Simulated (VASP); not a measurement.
Runs of VASP 6.6.1 on Mn. The structure is cubic, space group Im-3m (No. 229). The conventional cell has a = 3.081 Å, b = 3.081 Å, c = 3.081 Å, α = 90.00°, β = 90.00°, γ = 90.00°. Mn (site symmetry m-3m) is surrounded by 8 Mn at 2.67 Å. This isn't the form of Mn at room conditions, which is a 58-atom cubic cell.

```tsv
task	level	potentials or basis	spin	U	fixed moment (μB)	cell	cutoff (eV)	smearing	LDAUTYPE	hund's J	gap on the mesh (eV)	pressure (GPa)	moment (μB)
band structure	revPBE+D3(BJ)+U	VASP PAW PBE potentials, release 64 (Mn_pv)	collinear, random start	Mn d U = 3.5 eV, J = 0.5 eV	-	cell strained at random at fixed volume	520	fermi-dirac 0.1 eV	2	0.5	-	-	4.01
single point	PBE	VASP PAW PBE potentials, release 64 (Mn_pv)	collinear, ferromagnetic start	-	-	as given	520	fermi-dirac 0.05 eV	-	-	none	-10.2	3.05
single point	PBE	VASP PAW PBE potentials, release 64 (Mn_pv)	collinear, ferromagnetic start	-	-	as given	520	gaussian 0.05 eV	-	-	none	(b)	(a)
single point	PBE	VASP PAW PBE potentials, release 64 (Mn_GW)	collinear, ferromagnetic start	-	-	as given	550	gaussian 0.1 eV	-	-	none	-34.5	1.48
electron localisation function	PBEsol+D3+U	VASP PAW PBE potentials, release 54 (Mn)	collinear, random start	Mn d U = 5 eV, J = 0.5 eV	0	volume scaled by 1.25	500	methfessel-paxton 0.1 eV	1	0.5	-	-10.5	0.00
relaxation of the atoms	PBEsol+U	VASP PAW PBE potentials, release 54 (Mn_pv)	collinear, ferromagnetic start	Mn d U = 6.2 eV, J = 0.5 eV	-	atoms relaxed from: cell strained at random at fixed volume	520	gaussian 0.01 eV	1	0.5	none	25.1	4.27
```

Alike in all rows: k mesh 12 × 12 × 12.

Estimate the missing entries.

(a) 3.07; (b) -9.9.

Caveats: the PAW data sets were made with another functional, which shifts forces and pressure a little (some runs); the U is typed as a test and isn't derived for this compound (some runs); pairwise dispersion overbinds metals, which lowers pressure and volume (some runs); a pressure of tens of GPa on the cell as given is suspect, and the run, the potentials or the cell itself is likely at fault (some runs); the moment is held away from its start (some runs); the total moment is fixed, so each spin has its own Fermi level (some runs).

A gap of «none» marks a metal or a gap under the smearing width.

The runs don't all hold the same shells in valence.
